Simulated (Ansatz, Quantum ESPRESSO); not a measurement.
# RbBr (Fm-3m): Raman and infrared activity, part 2 of 3

Which lines does RbBr (Fm-3m) show in Raman and infrared spectra?

Quantum ESPRESSO 8.0 development, patched; DFT LDA, scalar-relativistic, plane waves, PseudoDojo norm-conserving pseudopotentials.

So far. Step 2 (A first look): A gap of 3.9 eV opens on this mesh, so the crystal is taken as an insulator; the start stands at -1.3 GPa. Step 4 (Ground state): The cell stands at -0.038 GPa, close enough for phonons. The relaxed cell has a = 6.667 Å (conventional setting).

The database entry behind the starting cell differs from later determinations by our own check (about 0.5 % short), so it need not match the best structure at ambient conditions.

## (5) Linear response at Γ

At q = 0 one unit cell holds all displacements; symmetry groups them into irreducible representations that are solved one by one. The response to a field gives ε∞ and the Born charges, which polar modes need. Third-order response adds the Raman tensors.

Input file ph.in:

```
phonons
&inputph
   prefix = 'x'
   outdir = './tmp'
   fildyn = 'g.dyn'
   tr2_ph = 1.0d-18
   epsil = .true.
   lraman = .true.
   elop = .true.
/
0.000000000000 0.000000000000 0.000000000000
```

The run is started by

```
$ OMP_NUM_THREADS=1 mpirun -n 2 ph.x -nk 2 -in ph.in > ph.out
```

Log:

```text
[banners, grids, parts of the stress and lines that vanish by symmetry left out]
[banner, memory and clock lines left out]
Program PHONON v.8.0dev

     Dynamical matrices for q-points given in input
     (   1q-points):
       N         xq(1)         xq(2)         xq(3)
       1   0.000000000   0.000000000   0.000000000

     ./tmp/x.save/

     IMPORTANT: XC functional enforced from input :
     Exchange-correlation= PW
                           (   1   4   0   0   0   0   0)
     Any further DFT definition will be discarded
     Please, verify this is what you really want

     G-vector sticks info

     Reading collected, re-writing distributed wavefunctions in ./tmp/

     Number and degeneracy of irreps per q-point
       N         xq(1)         xq(2)         xq(3)   N irreps
       1   0.000000000   0.000000000   0.000000000       2
        3   3

     Calculation of q =    0.0000000   0.0000000   0.0000000

     phonons

     bravais-lattice index     =            0
     lattice parameter (alat)  =       8.9085  a.u.
     unit-cell volume          =     499.9217 (a.u.)^3
     number of atoms/cell      =            2
     number of atomic types    =            2
     kinetic-energy cut-off    =      44.0000  Ry
     charge density cut-off    =     176.0000  Ry
     convergence threshold     =      1.0E-18
     beta                      =       0.7000
     number of iterations used =            4
     Exchange-correlation= PW
                           (   1   4   0   0   0   0   0)

     celldm(1)=    8.90852  celldm(2)=    0.00000  celldm(3)=    0.00000
     celldm(4)=    0.00000  celldm(5)=    0.00000  celldm(6)=    0.00000

     crystal axes: (cart. coord. in units of alat)
               a(1) = ( -0.7071  0.0000  0.7071 )
               a(2) = (  0.0000  0.7071  0.7071 )
               a(3) = ( -0.7071  0.7071  0.0000 )

     reciprocal axes: (cart. coord. in units 2 pi/alat)
               b(1) = ( -0.7071 -0.7071  0.7071 )
               b(2) = (  0.7071  0.7071  0.7071 )
               b(3) = ( -0.7071  0.7071 -0.7071 )

     Atoms inside the unit cell:

     Cartesian axes

     site n.  atom      mass           positions (alat units)
        1  Rb     85.4678   tau(    1) = (    0.00000    0.00000    0.00000  )
        2  Br     79.9040   tau(    2) = (   -0.70711    0.70711    0.70711  )

     Computing dynamical matrix for
                    q = (   0.0000000   0.0000000   0.0000000 )

     49 Sym.Ops. (with q -> -q+G )

     G cutoff =  353.8052  (  19747 G-vectors)     FFT grid: ( 40, 40, 40)
     number of k points=    16
                       cart. coord. in units 2pi/alat
        k(    1) = (   0.0000000   0.0000000   0.0000000), wk =   0.0092593
        k(    2) = (  -0.1178511   0.1178511  -0.1178511), wk =   0.0740741
        k(    3) = (  -0.2357023   0.2357023  -0.2357023), wk =   0.0740741
        [... further k-points left out ...]

     PseudoPot. # 1 for Rb read from file:
     ./pseudo/Rb.upf
     Pseudo is Norm-conserving + core correction, Zval =  9.0

     PseudoPot. # 2 for Br read from file:
     ./pseudo/Br.upf
     Pseudo is Norm-conserving + core correction, Zval =  7.0

     Mode symmetry, O_h (m-3m)  point group:

     Electric field:
     Dielectric constant
     Born effective charges as d Force / d E
     Raman tensor
     Electro-optic tensor

     Atomic displacements:
     There are    2 irreducible representations

     Representation     1      3 modes -  To be done

     Representation     2      3 modes -  To be done

     Alpha used in Ewald sum =   1.7000

     Electric Fields Calculation

     The passes end when |ddv_scf|^2 is under  8.7E-20 (on this mesh; tr2_ph alone asks  1.0E-18)

      iter #   1   av.it.:   5.9
      thresh= 1.000E-02 alpha_mix =  0.700 |ddv_scf|^2 =  1.732E-07

      [... iterations left out ...]
      iter #   8   av.it.:  10.5
      thresh= 4.098E-10 alpha_mix =  0.700 |ddv_scf|^2 =  8.533E-20

     End of electric fields calculation

          Dielectric constant in cartesian axis

          (       2.731858557      -0.000000000       0.000000000 )
          (      -0.000000000       2.731858557       0.000000000 )
          (       0.000000000      -0.000000000       2.731858557 )

          Effective charges (d Force / dE) in cartesian axis without acoustic sum rule applied (asr)

           atom    1  Rb    Mean Z*:        1.14168
      Ex  (        1.14168       -0.00000       -0.00000 )
      Ey  (       -0.00000        1.14168        0.00000 )
      Ez  (        0.00000        0.00000        1.14168 )
           atom    2  Br    Mean Z*:       -1.14226
      Ex  (       -1.14226        0.00000        0.00000 )
      Ey  (        0.00000       -1.14226       -0.00000 )
      Ez  (        0.00000       -0.00000       -1.14226 )

          Effective charges Sum: Mean:       -0.00058
             -0.00058       -0.00000        0.00000
             -0.00000       -0.00058        0.00000
              0.00000       -0.00000       -0.00058

          Effective charges (d Force / dE) in cartesian axis with asr applied:
           atom    1  Rb    Mean Z*:        1.14197
      E*x (        1.14197       -0.00000       -0.00000 )
      E*y (       -0.00000        1.14197        0.00000 )
      E*z (       -0.00000        0.00000        1.14197 )
           atom    2  Br    Mean Z*:       -1.14197
      E*x (       -1.14197        0.00000        0.00000 )
      E*y (        0.00000       -1.14197       -0.00000 )
      E*z (        0.00000       -0.00000       -1.14197 )

     Calling punch_plot_e
     Writing on file  drho

     Computing Pc [DH,Drho] |psi>

     Derivative coefficient:  0.001000    Threshold: 1.00E-12
     Message from routine dhdrhopsi:
     some bands at k + dk did not converge to eth_ns: the Raman tensors may be inaccurate, compare with a run at another eth_ns or dek
     Non-scf  u_k: avg # of iterations = 19.1
     Non-scf Du_k: avg # of iterations = 26.6

          Dielectric constant from finite-differences

          (       2.731823473      -0.000000000       0.000000000 )
          (      -0.000000000       2.731823473       0.000000000 )
          (       0.000000000       0.000000000       2.731823473 )

              Electro-optic tensor is defined as
            the derivative of the dielectric tensor
              with respect to one electric field
                 units are Rydberg a.u.

            to obtain the static chi^2 multiply by 1/2

            to convert to pm/Volt multiply per 2.7502

          Electro-optic tensor in cartesian axis:

          (      -0.000000000       0.000000000      -0.000000000 )
          (      -0.000000000       0.000000000       0.000000000 )
          (      -0.000000000      -0.000000000      -0.000000000 )

          (      -0.000000000      -0.000000000      -0.000000000 )
          (      -0.000000000      -0.000000000      -0.000000000 )
          (       0.000000000       0.000000000       0.000000000 )

          (       0.000000000       0.000000000       0.000000000 )
          (      -0.000000000       0.000000000       0.000000000 )
          (      -0.000000000      -0.000000000      -0.000000000 )

          Electro-optic tensor: contribution #   1

          (       0.000000000       0.000000000      -0.000000000 )
          (      -0.000000000      -0.000000000      -0.000000000 )
          (       0.000000000       0.000000000       0.000000000 )

          (       0.000000000      -0.000000000      -0.000000000 )
          (       0.000000000      -0.000000000       0.000000000 )
          (      -0.000000000      -0.000000000      -0.000000000 )

          (      -0.000000000      -0.000000000       0.000000000 )
          (      -0.000000000       0.000000000      -0.000000000 )
          (       0.000000000      -0.000000000       0.000000000 )

          Electro-optic tensor: contribution #   2

          (      -0.000000000      -0.000000000       0.000000000 )
          (      -0.000000000      -0.000000000      -0.000000000 )
          (      -0.000000000      -0.000000000      -0.000000000 )

          (       0.000000000       0.000000000       0.000000000 )
          (      -0.000000000       0.000000000      -0.000000000 )
          (       0.000000000       0.000000000      -0.000000000 )

          (      -0.000000000       0.000000000      -0.000000000 )
          (      -0.000000000      -0.000000000      -0.000000000 )
          (       0.000000000       0.000000000       0.000000000 )

     Computing Second order response

      iter #   1   av.it.:   7.9
      thresh= 1.000E-02 alpha_mix =  0.700 |ddv_scf|^2 =  7.026E-07

      [... iterations left out ...]
      iter #  10   av.it.:  10.9
      thresh= 1.897E-11 alpha_mix =  0.700 |ddv_scf|^2 =  2.181E-21

          Raman tensor (au^-1) in cartesian axis

           atom      1
          (      -0.000000000      -0.000000000      -0.000000000 )
          (       0.000000000       0.000000000      -0.000000000 )
          (      -0.000000000      -0.000000000       0.000000000 )

          (       0.000000000       0.000000000      -0.000000000 )
          (       0.000000000      -0.000000000       0.000000000 )
          (      -0.000000000       0.000000000      -0.000000000 )

          (      -0.000000000       0.000000000      -0.000000000 )
          (       0.000000000       0.000000000      -0.000000000 )
          (      -0.000000000      -0.000000000       0.000000000 )

           atom      2
          (       0.000000000       0.000000000       0.000000000 )
          (       0.000000000      -0.000000000       0.000000000 )
          (       0.000000000      -0.000000000      -0.000000000 )

          (       0.000000000      -0.000000000       0.000000000 )
          (       0.000000000       0.000000000       0.000000000 )
          (       0.000000000       0.000000000       0.000000000 )

          (       0.000000000       0.000000000       0.000000000 )
          (       0.000000000       0.000000000       0.000000000 )
          (       0.000000000       0.000000000       0.000000000 )

     Raman tensor (A^2)

     atom #    1    pol.  1
     -0.722187719995E-22     -0.678747857138E-22     -0.189506401713E-21
      0.162899485713E-23      0.407248714283E-22     -0.289418086284E-21
     -0.259010182284E-21     -0.289418086284E-21      0.754767617137E-22
     atom #    1    pol.  2
      0.320368988569E-22      0.162899485713E-23     -0.504988405711E-22
      0.711327754281E-22     -0.202538360570E-21      0.231860267998E-21
[...]
atom #    1    pol.  3
[...]
atom #    2    pol.  1
[...]
atom #    2    pol.  2
[...]
atom #    2    pol.  3
[...]
0.279101118855E-21      0.705897771423E-22      0.140093557713E-21

     Representation #   1 modes #   1   2   3

     Self-consistent Calculation

     The passes end when |ddv_scf|^2 is under  8.7E-20 (on this mesh; tr2_ph alone asks  1.0E-18)

      iter #   1   av.it.:   5.9
      thresh= 1.000E-02 alpha_mix =  0.700 |ddv_scf|^2 =  1.861E-07

      [... iterations left out ...]
      iter #   8   av.it.:  11.0
      thresh= 3.796E-10 alpha_mix =  0.700 |ddv_scf|^2 =  2.812E-20

     End of self-consistent calculation

     Convergence has been achieved

     Representation #   2 modes #   4   5   6

     Self-consistent Calculation

     The passes end when |ddv_scf|^2 is under  8.7E-20 (on this mesh; tr2_ph alone asks  1.0E-18)

      iter #   1   av.it.:   6.1
      thresh= 1.000E-02 alpha_mix =  0.700 |ddv_scf|^2 =  3.798E-07

      [... iterations left out ...]
      iter #   8   av.it.:  11.0
      thresh= 4.497E-10 alpha_mix =  0.700 |ddv_scf|^2 =  6.507E-20

     End of self-consistent calculation

     Convergence has been achieved

     Number of q in the star =    1
     List of q in the star:
          1   0.000000000   0.000000000   0.000000000

          Dielectric constant in cartesian axis

          (       2.731858557      -0.000000000       0.000000000 )
          (      -0.000000000       2.731858557       0.000000000 )
          (       0.000000000      -0.000000000       2.731858557 )

          Effective charges (d Force / dE) in cartesian axis without acoustic sum rule applied (asr)

           atom    1  Rb    Mean Z*:        1.14168
      Ex  (        1.14168       -0.00000       -0.00000 )
      Ey  (       -0.00000        1.14168        0.00000 )
      Ez  (        0.00000        0.00000        1.14168 )
           atom    2  Br    Mean Z*:       -1.14226
      Ex  (       -1.14226        0.00000        0.00000 )
      Ey  (        0.00000       -1.14226       -0.00000 )
      Ez  (        0.00000       -0.00000       -1.14226 )

          Effective charges Sum: Mean:       -0.00058
             -0.00058       -0.00000        0.00000
             -0.00000       -0.00058        0.00000
              0.00000       -0.00000       -0.00058

          Effective charges (d Force / dE) in cartesian axis with asr applied:
           atom    1  Rb    Mean Z*:        1.14197
      E*x (        1.14197       -0.00000       -0.00000 )
      E*y (       -0.00000        1.14197        0.00000 )
      E*z (       -0.00000        0.00000        1.14197 )
           atom    2  Br    Mean Z*:       -1.14197
      E*x (       -1.14197        0.00000        0.00000 )
      E*y (        0.00000       -1.14197       -0.00000 )
      E*z (        0.00000       -0.00000       -1.14197 )

     Diagonalizing the dynamical matrix

     q = (    0.000000000   0.000000000   0.000000000 )

 **************************************************************************
     freq (    1) =      -0.008960 [THz] =      -0.298885 [cm-1]
     freq (    2) =      -0.008960 [THz] =      -0.298885 [cm-1]
     freq (    3) =      -0.008960 [THz] =      -0.298885 [cm-1]
     freq (    4) =       2.983783 [THz] =      99.528274 [cm-1]
     freq (    5) =       2.983783 [THz] =      99.528274 [cm-1]
     freq (    6) =       2.983783 [THz] =      99.528274 [cm-1]
 **************************************************************************

     Mode symmetry, O_h (m-3m)  point group:

     freq (   1-   3) =         -0.3  [cm-1]   --> T_1u G_15  G_4- I
     freq (   4-   6) =         99.5  [cm-1]   --> T_1u G_15  G_4- I
```

Wall time 2.7 min (2 MPI ranks of Intel Xeon Platinum 8488C (Sapphire Rapids), shared host); 5.5 min of CPU time.

Numbers from this step:

| Quantity | Value |
| --- | --- |
| miss of the charge sum rule | 5.80e-4 e |
| largest acoustic frequency at the zone centre before the sum rule | -0.3 cm⁻¹ |
| highest optical zone-centre mode (no LO-TO term) | 99.53 cm⁻¹ |
| lowest optical zone-centre mode | 99.53 cm⁻¹ |
| mean high-frequency dielectric constant | 2.732 |
| largest Born charge in size (third of the trace) | 1.142 e |

Born charge (rows field, columns displacement), before the sum rule (e), principal values of the symmetric part by kind of site:

```csv
atom,atoms with these values,low,middle,high,mean
Rb1,1,1.14,1.14,1.14,1.14
Br2,1,-1.14,-1.14,-1.14,-1.14
```

In full for Rb1:

```
1.14 0.00 0.00
0.00 1.14 0.00
0.00 0.00 1.14
```

High-frequency dielectric tensor:

```
2.73 0.00 0.00
0.00 2.73 0.00
0.00 0.00 2.73
```

The acoustic modes at Γ come out as far as 0.3 cm⁻¹ from zero, where they should vanish, a small numerical error; the Born charges miss their sum rule by 5.8e-4 e, which is good.

## (6) Zone-centre analysis

A rigid shift of the crystal must cost nothing, but grids and finite bases break this; the acoustic sum rule is imposed before the matrix is diagonalised again. With Born charges the intensities follow, and the static dielectric tensor.

Input file dynmat.in:

```
&input
   fildyn = 'g.dyn'
   asr = 'simple'
   fileig = 'dynmat.eig'
   lperm = .true.
/
```

The run is started by

```
$ dynmat.x -in dynmat.in > dynmat.out
```

Log:

```text
[banner, memory and clock lines left out]
Program DYNMAT v.8.0dev

     Reading Dynamical Matrix from file g.dyn
     ...Force constants read
     ...epsilon and Z* read
     ...Raman cross sections read
     A direction for q was not specified:TO-LO splitting will be absent

     Polarizability (A^3 units)
     multiply by 0.634000 for Clausius-Mossotti correction (not under assume_isolated = 'mt')
        10.209581   -0.000000    0.000000
        -0.000000   10.209581   -0.000000
         0.000000    0.000000   10.209581

     IR activities are in (D/A)^2/amu units

# mode   [cm-1]    [THz]      IR
    1     -0.00   -0.0000    0.0000
    2      0.00    0.0000    0.0000
    3      0.00    0.0000    0.0000
    4     99.53    2.9838    0.7286
    5     99.53    2.9838    0.7286
    6     99.53    2.9838    0.7286

Electronic dielectric permittivity tensor (relative, adimensional)
         2.731859   -0.000000    0.000000
        -0.000000    2.731859   -0.000000
         0.000000    0.000000    2.731859

 ... with zone-center polar mode contributions
         4.849350    0.000000   -0.000000
         0.000000    4.849350   -0.000000
        -0.000000   -0.000000    4.849350
```

It took 0.75 s on 1 thread.

This step gave:

- mean static dielectric constant: 4.849

Unit eigenvectors of the mass-weighted matrix after the sum rule; no LO-TO term. The modes at Γ (shares of kinetic energy by element, %):

```csv
mode,frequency (cm⁻¹),symmetry,Rb %,Br %
1,0.0,acoustic,52,48
2,0.0,acoustic,52,48
3,0.0,acoustic,52,48
4,99.5,T1u,48,52
5,99.5,T1u,48,52
6,99.5,T1u,48,52
```

Displacements in mode 6 (99.5 cm⁻¹), the largest set to 1:
```
Rb1  0.00  0.00 -0.93
Br2  0.00  0.00  1.00
```

Degenerate modes summed, no LO-TO term. Infrared lines, with heights relative to the strongest:

```csv
position (cm⁻¹),lines merged,label,"IR intensity, relative"
100,3,T1u,100
```

Static dielectric tensor (ions relaxed, fixed cell):

```
4.85 0.00 0.00
0.00 4.85 0.00
0.00 0.00 4.85
```

The rule moves no optical mode by more than 0.1 cm⁻¹.

## (7) Sum rules set otherwise (asr crystal)

The rule can be imposed in more than one way; the choices should agree where the raw error is small.

Input file dynmat.in:

```
&input
   fildyn = 'g.dyn'
   asr = 'crystal'
   fileig = 'dynmat.eig'
   lperm = .true.
/
```

The run is started by

```
$ dynmat.x -in dynmat.in > dynmat.out
```

Log:

```text
[banner, memory and clock lines left out]
Program DYNMAT v.8.0dev

     Reading Dynamical Matrix from file g.dyn
     ...Force constants read
     ...epsilon and Z* read
     ...Raman cross sections read
     Acoustic Sum Rule: || Z*(ASR) - Z*(orig)|| =    7.068969E-04
     Acoustic Sum Rule: ||dyn(ASR) - dyn(orig)||=    5.547810E-06
     A direction for q was not specified:TO-LO splitting will be absent

     Polarizability (A^3 units)
     multiply by 0.634000 for Clausius-Mossotti correction (not under assume_isolated = 'mt')
        10.209581   -0.000000    0.000000
        -0.000000   10.209581   -0.000000
         0.000000    0.000000   10.209581

     IR activities are in (D/A)^2/amu units

# mode   [cm-1]    [THz]      IR
    1     -0.00   -0.0000    0.0000
    2      0.00    0.0000    0.0000
    3      0.00    0.0000    0.0000
    4     99.53    2.9838    0.7286
    5     99.53    2.9838    0.7286
    6     99.53    2.9838    0.7286

Electronic dielectric permittivity tensor (relative, adimensional)
         2.731859   -0.000000    0.000000
        -0.000000    2.731859   -0.000000
         0.000000    0.000000    2.731859

 ... with zone-center polar mode contributions
         4.849369   -0.000000   -0.000000
        -0.000000    4.849369   -0.000000
        -0.000000   -0.000000    4.849369
```

The job ended after 0.67 s (1 thread).

Zone-centre frequencies as printed; negative means imaginary. Modes:

```csv
mode,frequency (cm⁻¹)
1,0
2,0
3,0
4,99.53
5,99.53
6,99.53
```

Against the first rule no mode moves by more than 0.1 cm⁻¹.

(Continued in part 3 of 3.)

[Host names and launcher messages were left out of these logs when they were recorded.]

[Logs are printed without paths, hosts, clocks, repeated set-up lines and the standing remarks that a program may print on its own settings, such as how far it seeks lower states.]

[Hosts, paths, dates, database ids (printed as entryN), source tags and the programs' standing remarks are cut or masked in the printed files.]
